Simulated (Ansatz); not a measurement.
# B: what a guessed cell relaxes into, part 2 of 2

The task: take a trial cell of B to zero force and stress.

Ansatz 0.2.0; DFT PBE, scalar-relativistic, plane waves, PAW.

## (4) Relaxation on the finer mesh

The end of the coarse run is made exact in the group found at a tolerance of 0.06 Å and reduced to its primitive cell.

input.yaml

```yaml
crystal:
  lattice:
    - [5.027211967, 0.0, 0.0]
    - [0.0, 5.027211967, 0.0]
    - [0.0, 0.0, 2.9064307968]
  atoms:
    - { symbol: B, position: [0.5, 0.0789978654, 0.0] }
    - { symbol: B, position: [0.5, 0.9210021346, 0.5] }
    - { symbol: B, position: [0.9210021346, 0.5, 0.75] }
    - { symbol: B, position: [0.0789978654, 0.5, 0.25] }
    - { symbol: B, position: [0.5, 0.7346456448, 0.0] }
    - { symbol: B, position: [0.5, 0.2653543552, 0.5] }
    - { symbol: B, position: [0.2653543552, 0.5, 0.75] }
    - { symbol: B, position: [0.7346456448, 0.5, 0.25] }
basis:
  ecutwfc: 420
kpoints:
  mp_grid: { grid: [8, 8, 14] }
hamiltonian:
  xc: pbe
scf:
  occupations: { method: gaussian, width: 0.1 }
output:
  forces: true
  stress: true
  eigenvalues: true
relax:
  adjacent_minimum: "off"
  f_tol: 0.01
  max_steps: 80
  cell: { stress_tol: 0.05 }
```

On the command line:

```
$ ansatz run input.yaml --threads 1 --pin off --max-ram 2560MiB --backend cpu --events-out ev --progress --plain --runs-dir out
```

Output:

```text
Warning: RAYON_NUM_THREADS=1 ignored (pool sized by the plan → 1); use --threads N
Engine: ansatz 0.2.0, aarch64-unknown-linux-gnu
Pseudopotentials: kind: paw
Pseudopotential: B, paw, valence charge 3, recommended cutoff 420 eV (normal), B.paw.azcp
Functional definition: PBE
  parameter kappa = 0.804
  parameter beta = 0.06672455060314922
  exchange = pbe_x(kappa = kappa, mu = beta*pi^2/3)
  correlation = pbe_c(beta = beta)
Crystal: 8 atoms, lattice volume = 73.454 Å³
Basis set: ecut = 420 eV, 1429 PW (Γ), exchange–correlation on 72×72×40 points (8 copies of the dense FFT grid, shifted against one another)
Bands: 20, of which v1, the nominal top of the filled ones, is band 12 counted from 1 (11 counted from 0)
Symmetry: 8 space group operations
Space group: P4322 (ITA 95), of the structure as read, at distance tolerance 4.2e-5 Å
k-points: 120 of 896 (time reversal used)
Non-local potential: B, projectors of the file, l = 0: 2, l = 1: 2, l = 2: 1
PAW form: soft (Blöchl's): semilocal exchange-correlation on the pseudo side does not see the compensation charge
PAW one-centre angular grid: B, 110 points (default); XC on 64 Gauss nodes
Initial density: superposition of atomic densities (neutral atoms: chi_scale 0, normalization atom), corrected by the library's trained network
Initial wavefunctions: pseudopotential atomic-orbital guess
Functional: x = pbe(κ = 0.804, μ = 0.2195149727645171), c = pbe(β = 0.06672455060314922)
SCF iter   1: F=—  HF=-1243.269470 eV  |F-HF|=—  |Δ(HF+E_count)|=         —  Δρ=8.42e-3  dr2=4.05e-2  ethr=1.77e-3  ⟨swp⟩=5.9  Hψ=12739  notcnv=0  defer=22
preconditioner: auto → LDOS  [metal: Δε(μ)=0.022 eV  Ē_g=11.231 eV  σ=0.100 eV  W_gap=0.12  n_scr=10 (ndim 8)  ℏωp=21.2 eV  f_vac=0.058  D(μ)=1.35/eV (n_scr^D=8)  β→1.0]
SCF iter   2: F=—  HF=-1243.269834 eV  |F-HF|=—  |Δ(HF+E_count)|=   3.64e-4  Δρ=2.92e-3  dr2=1.49e-2  ethr=1.69e-4  ⟨swp⟩=2.0  Hψ=5193  notcnv=0  defer=284
SCF iter   3: F=—  HF=-1243.265488 eV  |F-HF|=—  |Δ(HF+E_count)|=   4.35e-3  Δρ=4.60e-4  dr2=3.36e-4  ethr=6.19e-5  ⟨swp⟩=2.1  Hψ=3147  notcnv=0  defer=284
SCF iter   4: F=—  HF=-1243.265475 eV  |F-HF|=—  |Δ(HF+E_count)|=   1.30e-5  Δρ=8.00e-5  dr2=5.12e-6  ethr=1.40e-6  ⟨swp⟩=2.1  Hψ=3190  notcnv=0  defer=284
SCF iter   5: F=—  HF=-1243.265491 eV  |F-HF|=—  |Δ(HF+E_count)|=   1.59e-5  Δρ=1.50e-5  dr2=2.22e-7  ethr=2.13e-8  ⟨swp⟩=2.0  Hψ=3581  notcnv=0  defer=280
SCF iter   6: F=-1243.265491 eV  HF=-1243.265491 eV  |F-HF|=4.02e-10  |Δ(HF+E_count)|=   1.24e-7  Δρ=2.25e-6  dr2=3.47e-9  ethr=4.17e-10  ⟨swp⟩=10.2  Hψ=12461  notcnv=0
SCF 1 converged in 6 iterations: F = -1243.265491 eV  dr2 = 3.47e-9
relax step   1: F+E_penalty+E_count = -1243.26549109 eV  Δ(F+E_penalty+E_count) = +0.000e0 eV  max|allowed force component| = 5.281e-2 eV/Å  Δτ_max = 0.0000 Å  P = -0.366 GPa  Ω = 73.454 Å³  (6 SCF iters, dr2 threshold 1.00e-7 eV, accepted)
Crystal: 8 atoms, lattice volume = 73.102 Å³
Initial density: handed on by an earlier stage of this run
Initial wavefunctions: those handed on with the density
iter 1 solved again at ethr=1.15e-5 eV; its pass at ethr=3.10e-3 eV (dr2=2.77e-3 eV) is discarded
SCF iter   1: F=—  HF=-1243.272955 eV  |F-HF|=—  |Δ(HF+E_count)|=         —  Δρ=1.34e-3  dr2=2.73e-3  ethr=1.15e-5  ⟨swp⟩=2.4  Hψ=13416  notcnv=0
preconditioner: auto → LDOS  [metal: Δε(μ)=0.026 eV  Ē_g=11.277 eV  σ=0.100 eV  W_gap=0.15  n_scr=10 (ndim 8)  ℏωp=21.3 eV  f_vac=0.059  D(μ)=1.35/eV (n_scr^D=8)  β→1.0]
SCF iter   2: F=—  HF=-1243.272423 eV  |F-HF|=—  |Δ(HF+E_count)|=   5.32e-4  Δρ=5.98e-4  dr2=6.32e-4  ethr=1.14e-5  ⟨swp⟩=2.2  Hψ=3549  notcnv=0
SCF iter   3: F=—  HF=-1243.272285 eV  |F-HF|=—  |Δ(HF+E_count)|=   1.38e-4  Δρ=7.43e-5  dr2=7.93e-6  ethr=2.64e-6  ⟨swp⟩=2.1  Hψ=3210  notcnv=0
SCF iter   4: F=-1243.272284 eV  HF=-1243.272284 eV  |F-HF|=6.11e-8  |Δ(HF+E_count)|=   1.08e-6  Δρ=1.66e-5  dr2=1.83e-7  ethr=3.33e-9  ⟨swp⟩=7.1  Hψ=12822  notcnv=0
SCF 2 converged in 4 iterations: F = -1243.272284 eV  dr2 = 1.83e-7
relax step   2: F+E_penalty+E_count = -1243.27228440 eV  Δ(F+E_penalty+E_count) = -6.793e-3 eV  max|allowed force component| = 7.462e-2 eV/Å  Δτ_max = 0.0020 Å  P = -0.166 GPa  Ω = 73.102 Å³  energy of the carried Pulay correction = +6.592e-4 eV  (4 SCF iters, dr2 threshold 8.00e-7 eV, accepted)
Crystal: 8 atoms, lattice volume = 72.682 Å³
Basis set: ecut = 420 eV, 1413 PW (Γ), exchange–correlation on 72×72×40 points (8 copies of the dense FFT grid, shifted against one another)
iter 1 solved again at ethr=2.42e-5 eV; its pass at ethr=3.10e-3 eV (dr2=5.80e-3 eV) is discarded
SCF iter   1: F=—  HF=-1243.277204 eV  |F-HF|=—  |Δ(HF+E_count)|=         —  Δρ=1.83e-3  dr2=5.66e-3  ethr=2.42e-5  ⟨swp⟩=1.8  Hψ=12655  notcnv=0
preconditioner: auto → LDOS  [metal: Δε(μ)=0.005 eV  Ē_g=11.295 eV  σ=0.100 eV  W_gap=0.03  n_scr=10 (ndim 8)  ℏωp=21.3 eV  f_vac=0.059  D(μ)=1.35/eV (n_scr^D=8)  β→1.0]
SCF iter   2: F=—  HF=-1243.276227 eV  |F-HF|=—  |Δ(HF+E_count)|=   9.77e-4  Δρ=9.57e-4  dr2=1.73e-3  ethr=2.36e-5  ⟨swp⟩=2.2  Hψ=3544  notcnv=0
SCF iter   3: F=—  HF=-1243.275796 eV  |F-HF|=—  |Δ(HF+E_count)|=   4.30e-4  Δρ=1.02e-4  dr2=1.23e-5  ethr=7.22e-6  ⟨swp⟩=2.1  Hψ=3226  notcnv=0
SCF iter   4: F=—  HF=-1243.275807 eV  |F-HF|=—  |Δ(HF+E_count)|=   1.09e-5  Δρ=2.08e-5  dr2=2.61e-7  ethr=3.33e-9  ⟨swp⟩=7.3  Hψ=13225  notcnv=0
SCF iter   5: F=-1243.275807 eV  HF=-1243.275807 eV  |F-HF|=3.45e-10  |Δ(HF+E_count)|=   1.14e-7  Δρ=2.86e-6  dr2=7.50e-9  ethr=1.09e-9  ⟨swp⟩=2.0  Hψ=7737  notcnv=0
SCF 3 converged in 5 iterations: F = -1243.275807 eV  dr2 = 7.50e-9
relax step   3: F+E_penalty+E_count = -1243.27580725 eV  Δ(F+E_penalty+E_count) = -3.523e-3 eV  max|allowed force component| = 6.083e-2 eV/Å  Δτ_max = 0.0040 Å  P = +0.135 GPa  Ω = 72.682 Å³  energy of the carried Pulay correction = +1.451e-3 eV  (5 SCF iters, dr2 threshold 8.00e-7 eV, accepted)
Crystal: 8 atoms, lattice volume = 72.655 Å³
iter 1 solved again at ethr=4.42e-6 eV; its pass at ethr=3.10e-3 eV (dr2=1.06e-3 eV) is discarded
SCF iter   1: F=—  HF=-1243.276459 eV  |F-HF|=—  |Δ(HF+E_count)|=         —  Δρ=1.10e-3  dr2=1.06e-3  ethr=4.42e-6  ⟨swp⟩=2.1  Hψ=12574  notcnv=0
preconditioner: auto → LDOS  [metal: Δε(μ)=0.004 eV  Ē_g=11.285 eV  σ=0.100 eV  W_gap=0.02  n_scr=10 (ndim 8)  ℏωp=21.3 eV  f_vac=0.059  D(μ)=1.37/eV (n_scr^D=8)  β→1.0]
SCF iter   2: F=—  HF=-1243.276218 eV  |F-HF|=—  |Δ(HF+E_count)|=   2.41e-4  Δρ=4.57e-4  dr2=2.68e-4  ethr=4.42e-6  ⟨swp⟩=2.1  Hψ=3734  notcnv=0
SCF iter   3: F=—  HF=-1243.276138 eV  |F-HF|=—  |Δ(HF+E_count)|=   7.95e-5  Δρ=4.33e-5  dr2=2.56e-6  ethr=1.12e-6  ⟨swp⟩=2.3  Hψ=3431  notcnv=0
SCF iter   4: F=—  HF=-1243.276151 eV  |F-HF|=—  |Δ(HF+E_count)|=   1.32e-5  Δρ=1.01e-5  dr2=2.90e-8  ethr=9.64e-10  ⟨swp⟩=7.0  Hψ=12516  notcnv=0
SCF iter   5: F=-1243.276151 eV  HF=-1243.276151 eV  |F-HF|=3.14e-10  |Δ(HF+E_count)|=   1.11e-8  Δρ=8.61e-7  dr2=2.00e-10  ethr=1.21e-10  ⟨swp⟩=1.5  Hψ=6798  notcnv=0
SCF 4 converged in 5 iterations: F = -1243.276151 eV  dr2 = 2.00e-10
relax step   4: F+E_penalty+E_count = -1243.27615147 eV  Δ(F+E_penalty+E_count) = -3.442e-4 eV  max|allowed force component| = 4.280e-2 eV/Å  Δτ_max = 0.0046 Å  P = -0.013 GPa  Ω = 72.655 Å³  energy of the carried Pulay correction = +1.501e-3 eV  (5 SCF iters, dr2 threshold 2.31e-7 eV, accepted)
Crystal: 8 atoms, lattice volume = 72.631 Å³
iter 1 solved again at ethr=3.07e-7 eV; its pass at ethr=3.10e-3 eV (dr2=7.36e-5 eV) is discarded
SCF iter   1: F=—  HF=-1243.276361 eV  |F-HF|=—  |Δ(HF+E_count)|=         —  Δρ=3.22e-4  dr2=7.67e-5  ethr=3.07e-7  ⟨swp⟩=2.2  Hψ=12319  notcnv=0
preconditioner: auto → LDOS  [metal: Δε(μ)=0.008 eV  Ē_g=11.287 eV  σ=0.100 eV  W_gap=0.05  n_scr=10 (ndim 8)  ℏωp=21.3 eV  f_vac=0.059  D(μ)=1.37/eV (n_scr^D=8)  β→1.0]
SCF iter   2: F=—  HF=-1243.276358 eV  |F-HF|=—  |Δ(HF+E_count)|=   3.16e-6  Δρ=1.23e-4  dr2=2.06e-5  ethr=3.07e-7  ⟨swp⟩=2.1  Hψ=3522  notcnv=0
SCF iter   3: F=—  HF=-1243.276352 eV  |F-HF|=—  |Δ(HF+E_count)|=   6.26e-6  Δρ=1.36e-5  dr2=2.41e-7  ethr=8.56e-8  ⟨swp⟩=2.2  Hψ=3224  notcnv=0
SCF iter   4: F=-1243.276352 eV  HF=-1243.276352 eV  |F-HF|=1.65e-9  |Δ(HF+E_count)|=   5.42e-8  Δρ=2.91e-6  dr2=2.12e-9  ethr=4.77e-10  ⟨swp⟩=5.6  Hψ=10806  notcnv=0
SCF 5 converged in 4 iterations: F = -1243.276352 eV  dr2 = 2.12e-9
relax step   5: F+E_penalty+E_count = -1243.27635187 eV  Δ(F+E_penalty+E_count) = -2.004e-4 eV  max|allowed force component| = 8.874e-4 eV/Å  Δτ_max = 0.0014 Å  P = +0.026 GPa  Ω = 72.631 Å³  energy of the carried Pulay correction = +1.548e-3 eV  (4 SCF iters, dr2 threshold 1.14e-7 eV, accepted)
Crystal: 8 atoms, lattice volume = 72.638 Å³
iter 1 solved again at ethr=1.52e-9 eV; its pass at ethr=3.10e-3 eV (dr2=3.64e-7 eV) is discarded
SCF iter   1: F=—  HF=-1243.276324 eV  |F-HF|=—  |Δ(HF+E_count)|=         —  Δρ=1.93e-5  dr2=3.62e-7  ethr=1.52e-9  ⟨swp⟩=2.4  Hψ=12546  notcnv=0
preconditioner: auto → LDOS  [metal: Δε(μ)=0.009 eV  Ē_g=11.286 eV  σ=0.100 eV  W_gap=0.05  n_scr=10 (ndim 8)  ℏωp=21.3 eV  f_vac=0.059  D(μ)=1.38/eV (n_scr^D=8)  β→1.0]
SCF iter   2: F=—  HF=-1243.276338 eV  |F-HF|=—  |Δ(HF+E_count)|=   1.42e-5  Δρ=5.95e-6  dr2=2.11e-8  ethr=1.51e-9  ⟨swp⟩=2.0  Hψ=3795  notcnv=0
SCF iter   3: F=-1243.276338 eV  HF=-1243.276338 eV  |F-HF|=1.06e-9  |Δ(HF+E_count)|=  1.86e-10  Δρ=1.10e-6  dr2=1.71e-9  ethr=2.75e-11  ⟨swp⟩=4.9  Hψ=7772  notcnv=0
SCF 6 converged in 3 iterations: F = -1243.276338 eV  dr2 = 1.71e-9
relax step   6: F+E_penalty+E_count = -1243.27633849 eV  Δ(F+E_penalty+E_count) = +1.338e-5 eV  max|allowed force component| = 3.929e-4 eV/Å  Δτ_max = 0.0000 Å  P = +0.005 GPa  Ω = 72.638 Å³  energy of the carried Pulay correction = +1.534e-3 eV  (3 SCF iters, dr2 threshold 6.60e-9 eV, accepted)
Initial wavefunctions: pseudopotential atomic-orbital guess (no wavefunctions were taken with the density)
iter 1 solved again at ethr=1.59e-7 eV; its pass at ethr=3.10e-3 eV (dr2=3.83e-5 eV) is discarded
SCF iter   1: F=—  HF=-1243.275089 eV  |F-HF|=—  |Δ(HF+E_count)|=         —  Δρ=4.54e-5  dr2=1.54e-7  ethr=1.59e-7  ⟨swp⟩=3.1  Hψ=19440  notcnv=0
SCF iter   2: F=—  HF=-1243.275105 eV  |F-HF|=—  |Δ(HF+E_count)|=   1.63e-5  Δρ=2.19e-6  dr2=3.65e-9  ethr=6.43e-10  ⟨swp⟩=2.2  Hψ=4043  notcnv=0
SCF iter   3: F=—  HF=-1243.275105 eV  |F-HF|=—  |Δ(HF+E_count)|=  5.64e-10  Δρ=7.50e-7  dr2=9.62e-10  ethr=1.52e-11  ⟨swp⟩=2.0  Hψ=3819  notcnv=0
SCF iter   4: F=-1243.275105 eV  HF=-1243.275105 eV  |F-HF|=2.27e-12  |Δ(HF+E_count)|=  2.34e-10  Δρ=1.12e-7  dr2=5.21e-12  ethr=1.00e-12  ⟨swp⟩=4.7  Hψ=10694  notcnv=0
SCF 7 converged in 4 iterations: F = -1243.275105 eV  dr2 = 5.21e-12
relax step   7: F+E_penalty+E_count = -1243.27510517 eV  Δ(F+E_penalty+E_count) = +1.233e-3 eV  max|allowed force component| = 2.462e-4 eV/Å  Δτ_max = 0.0000 Å  P = -0.015 GPa  Ω = 72.638 Å³  stress off target by 4.20e-2 GPa  SCF on the basis re-selected at this cell (its energy is not comparable with the rows above)  (4 SCF iters)
basis re-selected at this cell: Δ(F+E_penalty+E_count) = +1.233e-3 eV, ΔP = -0.019 GPa vs the last step (what re-selecting the basis moved, of the pressure what is left beyond the Pulay correction that the steps carried, after the strain that the cell walked since its last selection, with what the two solves' SCF thresholds leave and, on support functions, any second-order correction that the steps lacked; it is no measure of the basis error at this ecutwfc). This SCF's stress stands 4.20e-2 GPa from its target on what of the cell is left free (relax.cell.stress_tol is 5.00e-2 GPa) and its largest allowed force component is 2.46e-4 eV/Å (relax.f_tol is 1.00e-2 eV/Å): within both
SCF converged after 4 iterations
Free energy (F): -1243.275105 eV
Harris-Foulkes:  -1243.275105 eV  (|F-HF|=2.27e-12)
Internal energy: -1243.268226 eV  (E = F + TS)
E sigma→0 (E₀):  -1243.271666 eV
Entropy (-TS):   -0.006879 eV (-0.860 meV/atom)
Fermi energy:    6.906142 eV
--- Per-component energies (eV) ---
  E_band       = 1.578762
  E_kinetic    = 390.086100
  E_local      = -474.701452  (includes V_loc(G=0)·N_el)
  E_nonlocal   = 93.007026
  E_hartree    = 158.637000
  E_xc         = -255.265330
  E_vxc        = -302.603562  (∫ρ·V_xc dr)
  E_paw        = -628.922676  (= ΣΔE_a)
  E_vpaw       = -21.483341  (= ΣTr[D̂ρ^β])
  E_aug_tail   = -0.000021  (compensation charges beyond the density's cutoff)
  E_ewald      = -526.108874
  E_smearing   = -0.006879  (= −TS)
  E_closure    = 0.000000  (closes the sum)
  Σ components = -1243.275105   (vs F -1243.275105, Δ=0.00e0)
--- Forces (eV/Å), atoms counted from 1 ---
  atom   1  B      0.00000000     0.00024623    -0.00000000
  atom   2  B      0.00000000    -0.00024623    -0.00000000
  atom   3  B     -0.00024623    -0.00000000    -0.00000000
  atom   4  B      0.00024623    -0.00000000     0.00000000
  atom   5  B      0.00000000    -0.00023097     0.00000000
  atom   6  B      0.00000000     0.00023097     0.00000000
  atom   7  B      0.00023097    -0.00000000     0.00000000
  atom   8  B     -0.00023097    -0.00000000    -0.00000000
  max |Σ_I F_I| component: 1.61e-16 eV/Å
--- Stress (GPa, compression-positive) ---
       -0.042004      -0.000000       0.000000
       -0.000000      -0.042004      -0.000000
        0.000000      -0.000000       0.040154
  P = ⅓ Tr σ = -0.0146 GPa (-0.146 kbar)
--- Band table (eV; the first three rows and the last of 120) ---
  k-point 0: bands = ["-8.3789", "-6.1369", "-2.8555", "-2.8555", "-2.2251", "1.6951", "1.6951", "3.1891", "3.1891", "3.3828", "7.9531", "8.0904", "8.0904", "8.2380", "10.1904", "10.1968", "11.1387", "11.1387", "12.2160", "14.8370"]
  k-point 1: bands = ["-8.3150", "-6.0837", "-2.8071", "-2.8038", "-2.1684", "1.1902", "1.5895", "3.2062", "3.3839", "3.4196", "7.4562", "7.4569", "7.6133", "8.6783", "10.3964", "10.7900", "11.1647", "11.7563", "12.5323", "14.6865"]
  k-point 2: bands = ["-8.1238", "-5.9245", "-2.6737", "-2.6597", "-1.9994", "0.3177", "1.0302", "3.3328", "3.4890", "3.7089", "6.4191", "6.6033", "6.7007", "9.3091", "10.7442", "11.6786", "11.8102", "12.7956", "13.2470", "14.0108"]
  k-point 119: bands = ["-4.3939", "-4.3939", "-4.2933", "-4.2933", "-2.4862", "-2.4862", "2.2306", "2.2306", "4.0932", "4.0932", "4.3051", "4.3051", "8.5421", "8.5421", "8.9116", "8.9116", "11.0902", "11.0902", "14.8431", "14.8431"]
--- Relaxed structure (6 steps of the walk, 6 accepted, 1 SCFs on fresh bases) ---
  F+E_penalty+E_count = -1243.27510517 eV   max|allowed force component| = 2.462e-4 eV/Å   (the final SCF, on the basis selected at the relaxed cell)
  cell:  # Å, volume = 72.6383 Å³
    - [4.985160075312786, -3.467800845734914e-34, 3.785617478520876e-19]
    - [-3.467800845734914e-34, 4.985160075312786, -5.779632799930446e-34]
    - [2.188615737053013e-19, -3.3414351481856384e-34, 2.9228573454492026]
  atoms:
    - { symbol: B, position: [0.5, 0.08093908017443562, -1.925929944387236e-34] }
    - { symbol: B, position: [0.5, 0.9190609198255644, 0.5] }
    - { symbol: B, position: [0.9190609198255644, 0.5, 0.7500000000000001] }
    - { symbol: B, position: [0.08093908017443562, 0.5, 0.25] }
    - { symbol: B, position: [0.5, 0.7339783230545684, 1.2037062152420224e-34] }
    - { symbol: B, position: [0.5, 0.26602167694543155, 0.5] }
    - { symbol: B, position: [0.26602167694543155, 0.5, 0.7500000000000001] }
    - { symbol: B, position: [0.7339783230545684, 0.5, 0.25] }
```

Wall time 2.1 min (1 thread of Arm Neoverse V1, shared host); peak memory 0.41 GiB.

The steps of the relaxation:

| step | energy from step 1 (eV/cell) | largest force component (eV/Å) | pressure (GPa) | volume (Å³) |
| --- | --- | --- | --- | --- |
| 1 | 0.0000 | 0.0528 | -0.37 | 73.45 |
| 2 | -0.0068 | 0.0746 | -0.17 | 73.10 |
| 3 | -0.0103 | 0.0608 | 0.13 | 72.68 |
| 4 | -0.0107 | 0.0428 | -0.01 | 72.66 |
| 5 | -0.0109 | 0.0009 | 0.03 | 72.63 |
| 6 | -0.0108 | 0.0004 | 0.00 | 72.64 |
| 7 | -0.0096 | 0.0002 | -0.01 | 72.64 |

Step 1 is the start. Step 7 repeats the geometry before it on a plane-wave basis chosen anew for that cell, so its energy need not be comparable with the rows above.

|  | before | after | change |
| --- | --- | --- | --- |
| a (Å) | 5.027 | 4.985 | -0.8 % |
| b (Å) | 5.027 | 4.985 | -0.8 % |
| c (Å) | 2.906 | 2.923 | +0.6 % |
| volume (Å³/atom) | 9.18 | 9.08 | -1.1 % |
| shortest distance (Å) | 1.656 | 1.669 | +0.8 % |
| space group (0.01 Å) | P4_322 | P4_322 | same |

The run keeps the 8 symmetry operations of the start, so it could not have lowered the symmetry.

## (5) Summary of results

What follows sums up all 2 parts. Changes of volume or cell count from the first structure of part 1.

| quantity | value |
| --- | --- |
| symmetry at the end (tolerance 0.05 Å) | space group P4_322 (No. 95) |
| conventional cell | a = 4.985 Å, b = 4.985 Å, c = 2.923 Å, α = 90.00°, β = 90.00°, γ = 90.00° |
| volume | 9.08 Å³/atom |
| energy over the standard state | +0.51 eV/atom |
| gap on the mesh | none (metal) |

**Reading.** The space group P4_322 (No. 95) is kept, and the volume per atom shrinks by 30.0 % from the first guess. It lies above the element's standard state, so it is metastable at best. No finished test with a distortion of lower symmetry is shown, so the end may be a saddle point.
